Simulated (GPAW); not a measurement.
The system is Al.

```
Al
1.0
     0.00000    2.02481    2.02481
     2.02481    0.00000    2.02481
     2.02481    2.02481    0.00000
Al
1
Direct
  0.00000 0.00000 0.00000
```

```yaml
Program: GPAW 26.7.0
Task: relaxation of cell and atoms
Functional: PBEsol
Dispersion: D3
Potentials_or_basis: PAW data sets generated in the run's folder for this functional
Cutoff: 600 eV
Basis: pw
k_mesh: 11 × 11 × 11
Occupations: fermi-dirac, width 0.05 eV
Spin: no spin polarisation
```

At the start: pressure -3.3 GPa; volume 16.60 Å³/atom.

Q: How do energy, volume and symmetry change on relaxing?

A: Over 3 steps the energy falls by 7.3 meV/atom and the volume is 15.90 Å³/atom (-4.2 %); space group Fm-3m (No. 225, to 0.05 Å).

Step by step:
| step | energy change (eV) | largest force (eV/Å) | pressure (GPa) | volume (Å³) |
| --- | --- | --- | --- | --- |
| 1 | 0.0000 | 0.0000 | -3.33 | 16.60 |
| 2 | -0.0043 | 0.0000 | -2.22 | 16.36 |
| 3 | -0.0073 | 0.0000 | 0.13 | 15.90 |

Final structure:
```xyz
1
Lattice="0.0000 1.9959 1.9959 1.9959 0.0000 1.9959 1.9959 1.9959 0.0000" Properties=species:S:1:pos:R:3 pbc="T T T"
Al    0.0000    0.0000    0.0000
```

The cell as given is a measured one (16.60 Å³/atom); PBEsol+D3 puts the equilibrium volume -4.2 % from it, thermal expansion not counted.

Caveat: later steps reuse the first step's grids; pairwise dispersion overbinds metals, which lowers pressure and volume.
